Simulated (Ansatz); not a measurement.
# Si2W (I4/mmm) in Ansatz: notebook

One crystal, Si2W, is run at these levels: PBE; tasks: single point.

Everything below comes from runs of Ansatz 0.2.0. Logs are shortened: lines on timing, memory, paths and dates and some standing lists are left out, and cuts for length are marked.

### 1 The crystal as given

Symmetry: I4/mmm, No. 139, tetragonal system. Conventional cell: a = 3.214 Å, b = 3.214 Å, c = 7.830 Å, α = 90.00°, β = 90.00°, γ = 90.00°. W (site symmetry 4/mmm) has 10 Si at 2.62 Å as nearest neighbours. Si (site symmetry 4mm) is surrounded by 5 Si at 2.59 to 2.63 Å and 5 W at 2.62 Å.

### 2 Single point, PBE, 12.67 Å³/atom (volume scaled by 0.94)

The input, input.yaml:

```yaml
crystal:
  lattice:
    - [-1.5740969181, 1.5740969181, 3.8350306363]
    - [1.5740969181, -1.5740969181, 3.8350306363]
    - [1.5740969181, 1.5740969181, -3.8350306363]
  atoms:
    - { symbol: W, position: [0.0, 0.0, 0.0] }
    - { symbol: Si, position: [0.6653, 0.6653, 0.0] }
    - { symbol: Si, position: [0.3347, 0.3347, 0.0] }
kpoints:
  mp_grid: { grid: [12, 12, 12] }
scf:
  occupations: { method: fermi_dirac, width: 0.05 }
hamiltonian:
  xc: pbe
  pseudopotentials: { kind: all_electron, lapw: { basis_error: 0.001 } }
output:
  forces: true
  stress: true
  eigenvalues: true
```

Potentials or basis: all-electron LAPW, scalar-relativistic.

The run is started by

```sh
$ ansatz run input.yaml --threads 2 --pin off --max-ram 6144MiB --backend cpu --events-out ev --progress --plain --runs-dir out
```

Standard output:

```text
Warning: RAYON_NUM_THREADS=2 ignored (pool sized by the plan → 2); use --threads N
LAPW: plane waves up to 8.140 Å⁻¹, error target 1.0e-3 eV per atom; small_component_spin mean_spin; Si in spheres of 1.123 Å, 12 of its electrons in bands, Dirac shells []; W in spheres of 1.439 Å, 38 of its electrons in bands, Dirac shells [] (how accurate: hamiltonian.pseudopotentials.lapw.basis_error, Limitations)
Engine: ansatz 0.2.0, x86_64-unknown-linux-gnu
Pseudopotentials: kind: all_electron
Pseudopotential: W, LAPW, valence charge 38, lapw/all_electron/scalar/gaussian/W, Koelling and Harmon's equation, gaussian nucleus
Pseudopotential: Si, LAPW, valence charge 12, lapw/all_electron/scalar/gaussian/Si, Koelling and Harmon's equation, gaussian nucleus
Functional definition: PBE
  parameter kappa = 0.804
  parameter beta = 0.06672455060314922
  exchange = pbe_x(kappa = kappa, mu = beta*pi^2/3)
  correlation = pbe_c(beta = beta)
Crystal: 3 atoms, lattice volume = 38.009 Å³
Basis set: ecut = 252.46128790690642 eV, 329 PW (Γ), FFT grids on a1+a3, a2+a3, a3, exchange–correlation at level 2
Bands: 38, of which v1, the nominal top of the filled ones, is band 31 counted from 1 (30 counted from 0)
Symmetry: 16 space group operations
Space group: I4/mmm (ITA 139), of the structure as read, at distance tolerance 3.4e-5 Å
k-points: 163 of 1728
Non-local potential: W, projectors of the file, none
Non-local potential: Si, projectors of the file, none
Initial density: superposition of atomic densities (chi_scale 0.1, normalization cell, long waves kept (reshape's long-wave potential 0.00 eV rms))
Initial wavefunctions: plane waves of lowest kinetic energy (no species holds an atomic orbital)
Functional: x = pbe(κ = 0.804, μ = 0.2195149727645171), c = pbe(β = 0.06672455060314922)
iter 1 solved again at ethr=3.42e-4 eV; its pass at ethr=1.00e-1 eV (dr2=2.12e-1 eV) is discarded
SCF iter   1: F=—  HF=-454987.772894 eV  |F-HF|=—  |Δ(HF+E_count)|=         —  Δρ=2.81e-2  dr2=2.12e-1  ethr=3.42e-4  ⟨swp⟩=2.8  Hψ=40437  notcnv=0
preconditioner: auto → Kerker (q_TF=auto, 2.960 Å⁻¹)  [metal: Δε(μ)=0.096 eV  Ē_g=21.183 eV  σ=0.050 eV  W_gap=0.42  n_scr=14 (ndim 8)  ℏωp=31.9 eV  f_vac=0.000  D(μ)=0.19/eV (n_scr^D=0)]
SCF iter   2: F=—  HF=-454987.670087 eV  |F-HF|=—  |Δ(HF+E_count)|=   1.03e-1  Δρ=2.08e-2  dr2=2.24e-1  ethr=3.42e-4  ⟨swp⟩=2.0  Hψ=18409  notcnv=0
preconditioner: auto → none  [insulator: Δε(μ)=0.117 eV  Ē_g=21.800 eV  σ=0.050 eV  W_gap=0.50  n_scr=14 (ndim 8)  ℏωp=31.9 eV  f_vac=0.000  D(μ)=0.25/eV (n_scr^D=0)  ε∞_Penn≈3.1]
SCF iter   3: F=—  HF=-454987.664835 eV  |F-HF|=—  |Δ(HF+E_count)|=   5.25e-3  Δρ=1.35e-2  dr2=1.28e-1  ethr=3.42e-4  ⟨swp⟩=3.0  Hψ=19341  notcnv=0
iter 4 solved again at ethr=3.81e-6 eV; its pass at ethr=2.07e-4 eV (dr2=2.36e-3 eV) is discarded
SCF iter   4: F=—  HF=-454987.600619 eV  |F-HF|=—  |Δ(HF+E_count)|=   6.42e-2  Δρ=3.24e-3  dr2=2.36e-3  ethr=3.81e-6  ⟨swp⟩=2.0  Hψ=30234  notcnv=0
SCF iter   5: F=—  HF=-454987.600671 eV  |F-HF|=—  |Δ(HF+E_count)|=         —  Δρ=9.87e-4  dr2=3.93e-4  ethr=3.81e-6  ⟨swp⟩=2.0  Hψ=17293  notcnv=0
the basis was enlarged: its passes take 580.1 KiB over the memory plan, 2 of 2 planned eigensolver slots
SCF iter   6: F=—  HF=-454987.600615 eV  |F-HF|=—  |Δ(HF+E_count)|=   5.66e-5  Δρ=1.10e-4  dr2=6.22e-6  ethr=6.34e-7  ⟨swp⟩=2.0  Hψ=17293  notcnv=0
SCF iter   7: F=—  HF=-454987.600614 eV  |F-HF|=—  |Δ(HF+E_count)|=   1.01e-6  Δρ=2.45e-5  dr2=2.61e-7  ethr=1.00e-8  ⟨swp⟩=3.0  Hψ=17951  notcnv=0
SCF iter   8: F=-454987.600614 eV  HF=-454987.600614 eV  |F-HF|=1.86e-9  |Δ(HF+E_count)|=   8.46e-8  Δρ=4.19e-6  dr2=5.81e-9  ethr=4.20e-10  ⟨swp⟩=3.0  Hψ=18134  notcnv=0
SCF 1 converged in 8 iterations: F = -454987.600614 eV  dr2 = 5.81e-9
SCF converged after 8 iterations
Free energy (F): -454987.600614 eV
Harris-Foulkes:  -454987.600614 eV  (|F-HF|=1.86e-9)
Internal energy: -454987.598852 eV  (E = F + TS)
E sigma→0 (E₀):  -454987.599733 eV
Entropy (-TS):   -0.001762 eV (-0.587 meV/atom)
Fermi energy:    22.012973 eV
--- Per-component energies (eV) ---
  E_band       = -3430.239385
  E_kinetic    = 507725.325515
  E_xc         = -9977.161360
  E_electrostatic = -952735.763007  (all electrons and nuclei)
  E_smearing   = -0.001762  (= −TS)
  E_closure    = 0.000000  (closes the sum)
  E_atoms      = -454964.502389  (free atoms, spherical and without spin; not in F)
  Σ components = -454987.600614   (vs F -454987.600614, Δ=0.00e0)
  Basis errors (estimates in eV, not in F): energy 3.3e-4 per atom: plane waves 2.8e-4 (1.5e-4 summed), levels above the bands 1.0e-73, relativity 3.1e-8, radial functions 4.7e-5, core shells 5.6e-7; eigenvalues (radial functions only) 1.9e-6; not estimated: angular momenta, meshes, grids; target (lapw.basis_error) 1.0e-3; muffin-tin radii Si 1.123 Å, W 1.439 Å
--- Forces (eV/Å), atoms counted from 1 ---
  atom   1  W     -0.00000000     0.00000000     0.00000000
  atom   2  Si     0.00000000     0.00000000     0.25355687
  atom   3  Si     0.00000000    -0.00000000    -0.25355687
  max |Σ_I F_I| component: 2.60e-18 eV/Å
--- Stress (GPa, compression-positive) ---
       18.888171       0.000000       0.000000
        0.000000      18.888171       0.000000
        0.000000       0.000000      21.721807
  P = ⅓ Tr σ = 19.8327 GPa (198.327 kbar)
--- Band table (eV; the first three rows and the last of 163) ---
  k-point 0: bands = ["-210.7708", "-210.7341", "-210.7295", "-210.7099", "-210.7099", "-112.5073", "-112.5048", "-68.5528", "-68.5528", "-68.5470", "-68.5470", "-68.5428", "-68.5330", "-51.6921", "-16.0533", "-15.9969", "-15.9969", "-5.9425", "-5.9425", "-5.9078", "-5.9032", "-5.8887", "-5.8887", "-5.8814", "7.3829", "14.7157", "18.3346", "18.3466", "18.9627", "18.9627", "22.6413", "24.6999", "25.1447", "25.2412", "25.2412", "26.9695", "28.1098", "28.1098"]
  k-point 1: bands = ["-210.7708", "-210.7341", "-210.7295", "-210.7099", "-210.7099", "-112.5073", "-112.5048", "-68.5529", "-68.5524", "-68.5478", "-68.5470", "-68.5425", "-68.5331", "-51.6907", "-16.0496", "-16.0153", "-16.0129", "-5.9428", "-5.9427", "-5.9073", "-5.9029", "-5.8890", "-5.8889", "-5.8817", "7.6215", "14.9325", "17.5759", "18.3646", "18.4143", "19.7431", "21.5309", "24.8611", "25.4226", "25.4334", "25.5020", "26.9454", "28.2813", "28.7476"]
  k-point 2: bands = ["-210.7708", "-210.7341", "-210.7295", "-210.7099", "-210.7099", "-112.5071", "-112.5050", "-68.5531", "-68.5514", "-68.5494", "-68.5470", "-68.5418", "-68.5332", "-51.6869", "-16.0638", "-16.0563", "-16.0399", "-5.9434", "-5.9431", "-5.9058", "-5.9019", "-5.8897", "-5.8894", "-5.8824", "8.3110", "15.4793", "16.8235", "17.2029", "18.6299", "19.6745", "20.2695", "24.8725", "25.8251", "25.9588", "26.3949", "26.4703", "29.4152", "29.6963"]
  k-point 162: bands = ["-210.7708", "-210.7341", "-210.7295", "-210.7099", "-210.7099", "-112.5067", "-112.5054", "-68.5533", "-68.5533", "-68.5465", "-68.5465", "-68.5391", "-68.5368", "-51.6918", "-16.0778", "-15.9986", "-15.9986", "-5.9426", "-5.9426", "-5.9076", "-5.9029", "-5.8892", "-5.8892", "-5.8816", "9.8158", "10.5413", "17.7746", "19.2346", "21.1552", "21.1552", "21.4446", "21.4446", "22.8443", "26.7704", "27.6250", "28.1978", "30.2121", "30.7423"]
```

It took 56 s on 2 threads of Intel Xeon at 2.50GHz (Skylake/Cascade Lake), shared host; peak memory 0.75 GiB.

What came out:

```
Free energy            : -454987.6006 eV
Pressure               : 19.8 GPa
Largest force          : 0.254 eV/Å
Band gap on the k mesh : none (metal or under the smearing width)
```

### 3 Single point, PBE, 12.94 Å³/atom (volume scaled by 0.96)

input.yaml, as its differences from that of step 2:

```diff
@@ -2,5 +2,5 @@
   lattice:
-    - [-1.5740969181, 1.5740969181, 3.8350306363]
-    - [1.5740969181, -1.5740969181, 3.8350306363]
-    - [1.5740969181, 1.5740969181, -3.8350306363]
+    - [-1.5851824729, 1.5851824729, 3.8620387842]
+    - [1.5851824729, -1.5851824729, 3.8620387842]
+    - [1.5851824729, 1.5851824729, -3.8620387842]
   atoms:
```

Potentials or basis: all-electron LAPW, scalar-relativistic.

The run is started by

```sh
$ ansatz run input.yaml --threads 2 --pin off --max-ram 6144MiB --backend cpu --events-out ev --progress --plain --runs-dir out
```

Wall time 58 s (2 threads of Intel Xeon at 2.50GHz (Skylake/Cascade Lake), shared host); peak memory 0.75 GiB.

The run converged. Its results:

```
Free energy            : -454987.6850 eV
Pressure               : 13.7 GPa
Largest force          : 0.190 eV/Å
Band gap on the k mesh : none (metal or under the smearing width)
```

### 4 Single point, PBE, 13.21 Å³/atom (volume scaled by 0.98)

input.yaml, as its differences from that of step 3:

```diff
@@ -2,5 +2,5 @@
   lattice:
-    - [-1.5851824729, 1.5851824729, 3.8620387842]
-    - [1.5851824729, -1.5851824729, 3.8620387842]
-    - [1.5851824729, 1.5851824729, -3.8620387842]
+    - [-1.5961151113, 1.5961151113, 3.8886743761]
+    - [1.5961151113, -1.5961151113, 3.8886743761]
+    - [1.5961151113, 1.5961151113, -3.8886743761]
   atoms:
```

The run is started by

```sh
$ ansatz run input.yaml --threads 2 --pin off --max-ram 6144MiB --backend cpu --events-out ev --progress --plain --runs-dir out
```

It took 58 s on 2 threads of Intel Xeon at 2.50GHz (Skylake/Cascade Lake), shared host; peak memory 0.75 GiB.

It converged, with:

```
Free energy            : -454987.7400 eV
Pressure               : 8.2 GPa
Largest force          : 0.130 eV/Å
Band gap on the k mesh : none (metal or under the smearing width)
```

### 5 Single point, PBE, 13.48 Å³/atom

input.yaml, as its differences from that of step 4:

```diff
@@ -2,5 +2,5 @@
   lattice:
-    - [-1.5961151113, 1.5961151113, 3.8886743761]
-    - [1.5961151113, -1.5961151113, 3.8886743761]
-    - [1.5961151113, 1.5961151113, -3.8886743761]
+    - [-1.6069, 1.6069, 3.91495]
+    - [1.6069, -1.6069, 3.91495]
+    - [1.6069, 1.6069, -3.91495]
   atoms:
```

The run is started by

```sh
$ ansatz run input.yaml --threads 2 --pin off --max-ram 6144MiB --backend cpu --events-out ev --progress --plain --runs-dir out
```

Run time: 62 s. Hardware: 2 threads of Intel Xeon at 2.50GHz (Skylake/Cascade Lake), shared host; peak memory 0.75 GiB.

Results (log left out):

- Free energy: -454987.7688 eV
- Pressure: 3.3 GPa
- Largest force: 0.073 eV/Å
- Band gap on the k mesh: none (metal or under the smearing width)

### 6 Single point, PBE, 13.75 Å³/atom (volume scaled by 1.02)

input.yaml, as its differences from that of step 5:

```diff
@@ -2,5 +2,5 @@
   lattice:
-    - [-1.6069, 1.6069, 3.91495]
-    - [1.6069, -1.6069, 3.91495]
-    - [1.6069, 1.6069, -3.91495]
+    - [-1.617542032, 1.617542032, 3.9408775768]
+    - [1.617542032, -1.617542032, 3.9408775768]
+    - [1.617542032, 1.617542032, -3.9408775768]
   atoms:
```

Potentials or basis: all-electron LAPW, scalar-relativistic.

The run is started by

```sh
$ ansatz run input.yaml --threads 2 --pin off --max-ram 6144MiB --backend cpu --events-out ev --progress --plain --runs-dir out
```

It took 60 s on 2 threads of Intel Xeon at 2.50GHz (Skylake/Cascade Lake), shared host; peak memory 0.75 GiB.

Results (log left out):

- Free energy: -454987.7738 eV
- Pressure: -1.2 GPa
- Largest force: 0.020 eV/Å
- Band gap on the k mesh: none (metal or under the smearing width)

### 7 Single point, PBE, 14.02 Å³/atom (volume scaled by 1.04)

input.yaml, as its differences from that of step 6:

```diff
@@ -2,5 +2,5 @@
   lattice:
-    - [-1.617542032, 1.617542032, 3.9408775768]
-    - [1.617542032, -1.617542032, 3.9408775768]
-    - [1.617542032, 1.617542032, -3.9408775768]
+    - [-1.628045846, 1.628045846, 3.966468408]
+    - [1.628045846, -1.628045846, 3.966468408]
+    - [1.628045846, 1.628045846, -3.966468408]
   atoms:
```

The run is started by

```sh
$ ansatz run input.yaml --threads 2 --pin off --max-ram 6144MiB --backend cpu --events-out ev --progress --plain --runs-dir out
```

Wall time 57 s (2 threads of Intel Xeon at 2.50GHz (Skylake/Cascade Lake), shared host); peak memory 0.72 GiB.

Results (log left out):

- Free energy: -454987.7576 eV
- Pressure: -5.2 GPa
- Largest force: 0.029 eV/Å
- Band gap on the k mesh: none (metal or under the smearing width)

### 8 Single point, PBE, 14.29 Å³/atom (volume scaled by 1.06)

input.yaml, as its differences from that of step 7:

```diff
@@ -2,5 +2,5 @@
   lattice:
-    - [-1.628045846, 1.628045846, 3.966468408]
-    - [1.628045846, -1.628045846, 3.966468408]
-    - [1.628045846, 1.628045846, -3.966468408]
+    - [-1.6384158444, 1.6384158444, 3.9917332191]
+    - [1.6384158444, -1.6384158444, 3.9917332191]
+    - [1.6384158444, 1.6384158444, -3.9917332191]
   atoms:
```

The run is started by

```sh
$ ansatz run input.yaml --threads 2 --pin off --max-ram 6144MiB --backend cpu --events-out ev --progress --plain --runs-dir out
```

Wall time 55 s (2 threads of Intel Xeon at 2.50GHz (Skylake/Cascade Lake), shared host); peak memory 0.72 GiB.

It converged, with:

* Free energy: -454987.7221 eV
* Pressure: -8.8 GPa
* Largest force: 0.077 eV/Å
* Band gap on the k mesh: none (metal or under the smearing width)

### 9 The reference run

An earlier run on the cell as given: functional PBE; potentials or basis all-electron LAPW, scalar-relativistic; cutoff 239 eV (chosen from the basis error); basis error allowed 0.001 eV/atom; k mesh 12 × 12 × 12; occupations fermi-dirac, width 0.05 eV; no spin polarisation.

- Pressure: 3.3 GPa
- Largest force: 0.073 eV/Å
- Band gap on the k mesh: none (metal or under the smearing width)
